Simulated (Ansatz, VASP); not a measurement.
**AgCl (Chlorargyrite): VASP beside Ansatz**

INCAR

```
PREC = Accurate
ENCUT = 520
EDIFF = 1E-6
ISMEAR = -1
SIGMA = 0.05
LREAL = F
LASPH = T
NELM = 80
ALGO = Normal
ISIF = 2
LWAVE = F
LCHARG = T
LELF = T
LVHAR = T
NBANDS = 16
```

Contents of KPOINTS:

```
regular mesh
0
Gamma
  7 7 7
```

POSCAR

```
AgCl
1.0
    0.0000000000      2.7166437422      2.7166437422
    2.7166437422      0.0000000000      2.7166437422
    2.7166437422      2.7166437422      0.0000000000
Ag Cl
1 1
Direct
    0.0000000000      0.0000000000      0.0000000000
    0.5000000000      0.5000000000      0.5000000000
```

Contents of input.yaml:

```yaml
crystal:
  lattice:
    - [0.0, 2.7166437422, 2.7166437422]
    - [2.7166437422, 0.0, 2.7166437422]
    - [2.7166437422, 2.7166437422, 0.0]
  atoms:
    - { symbol: Ag, position: [0.0, 0.0, 0.0] }
    - { symbol: Cl, position: [0.5, 0.5, 0.5] }
hamiltonian:
  xc: lda
  pseudopotentials: { kind: paw }
kpoints:
  mp_grid: { grid: [7, 7, 7] }
scf:
  occupations: { method: fermi_dirac, width: 0.05 }
output:
  forces: true
  stress: true
  eigenvalues: true
  write_density: true
  write_potential: true
  elf: true
  volumetric_format: npy
```

Alike in both runs: task single point; functional LDA; k mesh 7 × 7 × 7; occupations fermi-dirac, width 0.05 eV; no spin polarisation.

|  | VASP | Ansatz |
| --- | --- | --- |
| version | VASP 6.6.1 | Ansatz 0.2.0 |
| potentials or method | VASP PAW LDA potentials, release 64 (Ag, Cl) | Ansatz PAW |
| plane-wave cutoff (eV) | 520 | 420 |
| valence electrons in the cell | 18 | 26 |

VASP gave:

```
gap on the k mesh at the Fermi level (eV) : 0.73
least direct gap on the mesh (eV)         : 3.21
pressure (GPa)                            : -2.7
```

Question: Which values does Ansatz return?

Answer: gap on the k mesh at the Fermi level (eV): 0.70; least direct gap on the mesh (eV): 3.18; pressure (GPa): -2.7.

The two sets of potentials don't hold the same shells in valence.

Caveats: an odd mesh through Γ misses points on the zone boundary, where band edges often lie (VASP); odd divisions of the mesh miss points on the zone boundary, where band edges often lie, so the gap on the mesh can be too wide (Ansatz); the PAW data sets come from PBE, with cores solved anew for the run's functional, which leaves a small shift of forces and pressure (Ansatz). Expect the measured gap to be larger: semilocal functionals such as LDA lack the derivative discontinuity.
